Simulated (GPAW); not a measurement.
The system is Au.

```
Au
1.0
     2.81549    0.00000    0.00000
    -0.01296    2.82018    0.00000
    -1.13789   -1.18541    4.92401
Au
2
Direct
  0.67286 0.66596 0.27405
  0.32714 0.33404 0.72594
```

This isn't the form of Au at room conditions, which is fcc.

```yaml
Program: GPAW 26.7.0
Task: single point
Functional: PBEsol
Potentials_or_basis: PAW data sets generated in the run's folder for this functional
Cutoff: 600 eV
Basis: pw
k_mesh: 10 × 10 × 6
Occupations: fermi-dirac, width 0.05 eV
Spin: no spin polarisation
```

On this cell: pressure -6.0 GPa; largest force 0.123 eV/Å; band gap on the k mesh none (metal or under the smearing width).

The same run follows on a disturbed copy (atoms moved at random, drawn with an rms of 0.05 Å):

```xyz
2
Lattice="2.8155 0.0000 0.0000 -0.0130 2.8202 0.0000 -1.1379 -1.1854 4.9240" Properties=species:S:1:pos:R:3 pbc="T T T"
Au    1.5605    1.4674    1.3379
Au    0.0951    0.0547    3.5703
```

Task: What does the disturbed cell give?

Result: The energy (extrapolated to zero smearing) moves by +2.0 meV/atom; pressure -5.9 GPa; largest force 0.231 eV/Å; band gap on the k mesh none (metal or under the smearing width).

Forces in eV/Å, atoms in the order of the input:
```
Au   0.046  0.048  0.221
Au  -0.046 -0.048 -0.221
```

Stress tensor (GPa, compression positive):
```
-6.68  0.14  0.73
 0.14 -6.98  0.30
 0.73  0.30 -3.97
```

Caveats: with this Au data set, volumes or pressures lay over 1.5 % or 2 GPa off other programs in two to four cells of ten.
